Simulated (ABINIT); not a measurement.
Runs of ABINIT 10.8.3 (patched build) on BN. It takes space group F-43m (No. 216, cubic). Conventional cell: a = 3.626 Å, b = 3.626 Å, c = 3.626 Å, α = 90.00°, β = 90.00°, γ = 90.00°. N (site symmetry -43m) has 4 B at 1.57 Å as nearest neighbours. B (site symmetry -43m) is surrounded by 4 N at 1.57 Å. The cell is a database's computed one.

| task | level | potentials or basis | k mesh | cutoff (eV) | fine-grid cutoff | dispersion computed by | mesh quality | gap on the mesh (eV) | pressure (GPa) | V0 of scaled cells (Å³/atom) | B0 (GPa) |
| --- | --- | --- | --- | --- | --- | --- | --- | --- | --- | --- | --- |
| equation of state | BP86+D3(BJ) | JTH PAW PBE v2.0 | 13 × 13 × 13 | 680 | 1278.94 eV | - | not flagged | - | - | 5.83 | 384 |
| single point | r2SCAN | JTH PAW PBE v2.0 | 5 × 5 × 5 | 816 | 1414.99 eV | - | coarse | 5.44 | -1.9 | - | - |
| band structure | PBEsol | PseudoDojo NC SR PBEsol v0.4.1 standard | 13 × 13 × 13 | 1143 | - | - | not flagged | 4.41 | (a) | - | - |
| band structure | LDA | JTH PAW LDA v2.0 | 13 × 13 × 13 | 680 | 1278.94 eV | - | not flagged | 4.41 | - | - | - |
| single point | PBEsol | JTH PAW PBE v2.0 | 5 × 5 × 5 | 680 | 1278.94 eV | - | coarse | (c) | - | - | - |
| single point | PBE | JTH PAW PBE v2.0 | 5 × 5 × 5 | 680 | 1278.94 eV | - | coarse | 4.92 | - | - | - |
| equation of state | BP86+D4 | JTH PAW PBE v2.0 | 13 × 13 × 13 | 680 | 1278.94 eV | dftd4 4.3.1 | not flagged | - | - | (b) | 388 |
| equation of state | RPBE+D3(BJ) | JTH PAW PBE v2.0 | 13 × 13 × 13 | 680 | 1278.94 eV | simple-dftd3 1.7.0 | not flagged | - | - | 5.73 | 399 |

Alike in all rows: no spin polarisation; cell as given; smearing fermi-dirac 0.05 eV.

Problem. Fill in the values left out.

Solution. (a) -5.7; (b) 5.84; (c) 4.75.

Caveats: some runs use coarse meshes; the PAW data sets were made with another functional, which shifts forces and pressure a little (some runs); an odd mesh through Γ misses points on the zone boundary, where band edges often lie (some runs); pressures at fixed basis lie under the slope of the energies (some runs); the atomic spheres overlap (some runs).
